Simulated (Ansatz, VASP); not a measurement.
**One calculation of Cu, two programs**

```
CELL_PARAMETERS angstrom
1.21846 -3.97638 0.00000
1.21846 3.97638 0.00000
0.00000 0.00000 2.47550
ATOMIC_POSITIONS crystal
Cu 0.13387 0.86613 0.25000
Cu 0.86613 0.13387 0.75000
```

This isn't the form of Cu at room conditions, which is fcc.

Alike in both runs: task single point; functional r2SCAN; k mesh 8 × 8 × 8; occupations gaussian, width 0.1 eV; no spin polarisation.

|  | VASP | Ansatz |
| --- | --- | --- |
| version | VASP 6.6.1 | Ansatz 0.2.0 |
| potentials or method | VASP PAW PBE potentials, release 64 (Cu) | scalar-relativistic, plane waves, PAW |
| plane-wave cutoff (eV) | 520 | 500 |
| valence electrons in the cell | 22 | 38 |

|  | VASP | Ansatz | Ansatz less VASP |
| --- | --- | --- | --- |
| gap on the k mesh at the Fermi level (eV) | none | none | - |
| pressure (GPa) | 0.7 | 0.1 | -0.59 |
| largest component of the traceless stress (GPa) | 0.84 | 0.91 | +0.070 |
| rms of the force components (eV/Å) | 0.008 | 0.003 | -0.0055 |

Atom by atom the forces differ by 0.005 eV/Å (rms over components). A gap of «none» marks a metal or a gap that the smearing closes. The functional is the same, so the differences come from potentials, cutoffs and numerics. The two sets of potentials don't hold the same shells in valence.

Caveats: the PAW data sets were made with another functional, which shifts forces and pressure a little (VASP).
